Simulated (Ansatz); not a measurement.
# PbS: how the settings move a single-point run

Aim: see which settings change the result for PbS, by how much, and at what cost. The cell is built on a prototype (zincblende) and needn't be the phase found in nature.

Program: Ansatz 0.2.0. Level of theory: reference: DFT, r2SCAN, plane waves, PAW. These are calculated values, not measurements.

7 further runs of the same task are left out: 4 for a known fault of the program, 3 that didn't finish.

## Step 1: The starting structure

Symmetry: F-43m, No. 216, cubic system. Conventional cell: a = 6.602 Å, b = 6.602 Å, c = 6.602 Å, α = 90.00°, β = 90.00°, γ = 90.00°. Pb (site symmetry -43m) is surrounded by 4 S at 2.86 Å. S (site symmetry -43m) is surrounded by 4 Pb at 2.86 Å.

Structure file:

```
Pb S
1.0
     0.00000    3.30098    3.30098
     3.30098    0.00000    3.30098
     3.30098    3.30098    0.00000
Pb S
1 1
Direct
  0.00000 0.00000 0.00000
  0.25000 0.25000 0.25000
```

## Step 2: The reference run

input.yaml reads:

```yaml
crystal:
  lattice:
    - [0.0, 3.3009774971, 3.3009774971]
    - [3.3009774971, 0.0, 3.3009774971]
    - [3.3009774971, 3.3009774971, 0.0]
  atoms:
    - { symbol: Pb, position: [0.0, 0.0, 0.0] }
    - { symbol: S, position: [0.25, 0.25, 0.25] }
kpoints:
  mp_grid: { grid: [4, 4, 4] }
hamiltonian:
  xc: r2scan
scf:
  occupations: { method: fixed }
  n_extra_bands: 4
output:
  forces: true
  stress: true
  eigenvalues: true
  write_density: true
  write_potential: true
  elf: true
  volumetric_format: npy
```

The run is started by

```console
ansatz run input.yaml --threads 4 --pin off --max-ram 3686MiB --backend cpu --events-out ev --progress --plain --runs-dir out
```

## Step 3: Changed: exchange pbe, correlation pbe, coeff 0.2, omega 0.5

input.yaml: that of step 2 with these lines changed.

```diff
@@ -11,3 +11,3 @@
 hamiltonian:
-  xc: r2scan
+  xc: { exchange: pbe, correlation: pbe, exx: { coeff: 0.2, omega: 0.5 } }
 scf:
@@ -19,5 +19 @@
   eigenvalues: true
-  write_density: true
-  write_potential: true
-  elf: true
-  volumetric_format: npy
```

## Step 4: Changing settings: exchange pbe, correlation pbe, coeff 0.5, omega 0.3

input.yaml: that of step 2 with these lines changed.

```diff
@@ -11,3 +11,3 @@
 hamiltonian:
-  xc: r2scan
+  xc: { exchange: pbe, correlation: pbe, exx: { coeff: 0.5, omega: 0.3 } }
 scf:
@@ -19,5 +19 @@
   eigenvalues: true
-  write_density: true
-  write_potential: true
-  elf: true
-  volumetric_format: npy
```

What does the calculation give? Wanted: for each run, ending; energy change; pressure; gap; force.

As calculated:

| run | ending | energy change | pressure (GPa) | gap (eV) | force (eV/Å) | cycles | time |
| --- | --- | --- | --- | --- | --- | --- | --- |
| reference | converged | - | -0.1 | 0.95 | 0.00 | 7 | 3.5 s |
| 1: exchange pbe, correlation pbe, coeff 0.2, omega 0.5 | converged | not comparable | 0.3 | 0.94 | 0.00 | 13 | 25 s |
| 2: exchange pbe, correlation pbe, coeff 0.5, omega 0.3 | converged | not comparable | -0.4 | 1.52 | 0.00 | 17 | 28 s |

Times don't compare one to one where runs were asked for different outputs or read a saved state (see the inputs); cycles may leave out searches for a lower state.

Residual by cycle in the longest SCF loop of each run; runs are numbered as in the table. The quantity is the density residual dr2, in eV.

| cycle | reference | run 1 | run 2 |
| --- | --- | --- | --- |
| 1 | 0.0186 | 0.00768 | 0.0535 |
| 2 | 0.00174 | 6.6e-4 | 0.00939 |
| 3 | 3.5e-4 | 2.3e-4 | 0.00512 |
| 4 | 7.2e-5 | 3.0e-5 | 2.5e-4 |
| 5 | 8.3e-7 | 1.4e-6 | 2.5e-4 |
| 6 | 1.7e-7 | 9.2e-7 | 2.2e-5 |
| 7 | 3.5e-10 | - | - |

What this shows: The gap of the reference lacks spin-orbit coupling, though the cell holds Pb.
